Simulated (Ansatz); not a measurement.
In: stationary points along a deformation path

Computed with Ansatz 0.2.0, DFT PBEsol, scalar-relativistic, plane waves, PAW. Cutoff 420 eV, Γ-centred 22×22×22 k-points, Gaussian smearing of 0.15 eV. No spin polarisation. Energies are free energies at this smearing, counted from the undisturbed cell; pressure is positive in compression.

The starting cell (as given, not relaxed at this level; it stands at -1.0 GPa):

```xyz
1
Lattice="-1.6261 1.6261 2.4739 1.6261 -1.6261 2.4739 1.6261 1.6261 -2.4739" Properties=species:S:1:pos:R:3 pbc="T T T"
In    0.0000    0.0000    0.0000
```

At fixed volume and fractional coordinates, lengths along (0.000, 0.000, 1.000) are scaled against those across it; ρ is that ratio over its starting value. V = 26.168 Å³/atom. Δσ is the stress along the axis less the mean stress across it (compression positive).

```
    ρ  ΔE (meV/atom)  Δσ (GPa) space group
0.800            6.1      0.66       I4/mmm
0.850            1.5      0.34       I4/mmm
0.920            1.5     -0.24       I4/mmm
0.960            0.7      0.33       I4/mmm
1.000            0.0      0.05       I4/mmm
1.050            1.3     -0.55       I4/mmm
1.100            5.4     -1.20       I4/mmm
1.200           25.3     -3.01       I4/mmm
1.300           62.9     -5.75       I4/mmm
```

Problem. How does the stress give the slope of the energy, and where is the energy stationary?

Solution. Along the path d ln(length) is 2/3 d ln ρ on the axis and −1/3 d ln ρ across it, so dE/d ln ρ = −(2/3) V Δσ: the energy falls with ρ where Δσ is positive. Δσ vanishes or changes sign between ρ = 0.850 and 0.920, a minimum (near 0.89 by linear interpolation); between ρ = 0.920 and 0.960, a maximum (near 0.94 by linear interpolation); between ρ = 1.000 and 1.050, a minimum (near 1.00 by linear interpolation). Pairs of stationary points between two samples would go unseen, and could change a minimum read from distant neighbours into a maximum.

Problem. Integrate that slope from ρ = 1 to 1.200 by the trapezoid rule.

Solution. With V/N in Å³ and 1 eV/Å³ = 160.2 GPa the slopes at ρ = 1.000, 1.050, 1.100, 1.200 are -5, 60, 131, 328 meV/atom per unit of ln ρ. The steps add 1.3 + 4.4 + 20.0 = 25.8 meV/atom, against 25.3 from the energies; the trapezoid rule misses the curvature of the slope within each step.

In a metal these slopes depend on the k mesh and the smearing.